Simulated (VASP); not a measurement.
Input of a VASP 6.6.1 run:

Contents of INCAR:

```
PREC = Accurate
ENCUT = 600
EDIFF = 1E-7
ISMEAR = 1
SIGMA = 0.1
LREAL = F
LASPH = T
NELM = 80
ALGO = Normal
ISIF = 4
LWAVE = F
LCHARG = F
METAGGA = R2SCAN
LMIXTAU = T
IBRION = 2
NSW = 40
EDIFFG = -0.01
```

File KPOINTS:

```
regular mesh
0
Gamma
  15 15 11
```

The input POSCAR:

```
MoP                                     
1.0
    3.1929971935      0.0000000000      0.0000000000
   -1.5964985968      2.7652166838     -0.0000000000
    0.0000000000      0.0000000000      3.1387238480
  Mo              P             
     1     1
Direct
     0.0000000000000000    0.0000000000000000    0.0000000000000000
     0.3333333332999970    0.6666666667000030    0.5000000000000000
```

Potentials or basis: VASP PAW PBE potentials, release 64 (Mo_sv, P).

Launch:

```sh
$ cat potpaw_PBE.64/Mo_sv/POTCAR potpaw_PBE.64/P/POTCAR > POTCAR
$ mpirun -np 1 vasp_std > vasp.out
```

**Question.** What does it give for the band gap on the k mesh?

**Answer.** None (metal or under the smearing width).

**Question.** Predict the energy gained by relaxing.

**Answer.** 0.6 meV/atom.

The path:
```tsv
step	energy change (eV)	largest force (eV/Å)	pressure (GPa)
1	0.0000	0.0000	10.37
2	-0.0010	0.0000	9.90
3	-0.0012	0.0000	10.03
```

Caveat: the PAW data sets were made with another functional, which shifts forces and pressure a little.
